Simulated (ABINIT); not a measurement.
The system is FeSi2 (Linzhiite).

```xyz
3
Lattice="2.6840 0.0000 0.0000 0.0000 2.6840 0.0000 0.0000 0.0000 5.1280" Properties=species:S:1:pos:R:3 pbc="T T T"
Fe    0.0000    0.0000    0.0000
Si    1.3420    1.3420    3.7434
Si    1.3420    1.3420    1.3846
```

- Program: ABINIT 10.8.3 (patched build)
- Task: relaxation of cell and atoms
- Functional: LDA
- Potentials or basis: JTH PAW LDA v2.0
- Cutoff: 707 eV
- k mesh: 5 × 5 × 2
- Occupations: fermi-dirac, width 0.05 eV
- Spin: collinear spin, ferromagnetic start
- Starting moments: [3.0, 0.0, 0.0] μB

At the start: pressure -5.9 GPa; volume 12.31 Å³/atom.

**Question.** How do energy, volume and symmetry change on relaxing?

**Answer.** Over 5 steps the energy falls by 7.0 meV/atom and the volume is 11.94 Å³/atom (-3.0 %); space group P4/mmm (No. 123, to 0.05 Å); moment 0.11 μB per cell.

Step by step:
```tsv
step	energy change (eV)	largest force (eV/Å)	pressure (GPa)	volume (Å³)
1	0.0000	0.0218	-5.88	36.94
2	-0.0171	0.0912	-2.35	36.28
3	-0.0205	0.1003	0.09	35.85
4	-0.0208	0.0712	0.10	35.83
5	-0.0211	0.0051	0.01	35.83
```

Final structure:
```yaml
crystal:
  lattice:
    - [2.65385, 0.00000, 0.00000]
    - [0.00000, 2.65385, 0.00000]
    - [0.00000, 0.00000, 5.08678]
  atoms:
    - { symbol: Fe, position: [0.00000, 0.00000, 0.00000] }
    - { symbol: Si, position: [0.50000, 0.50000, 0.72891] }
    - { symbol: Si, position: [0.50000, 0.50000, 0.27109] }
```

Caveat: the k mesh is coarse (spacing up to 0.61 Å⁻¹), so the values aren't converged.
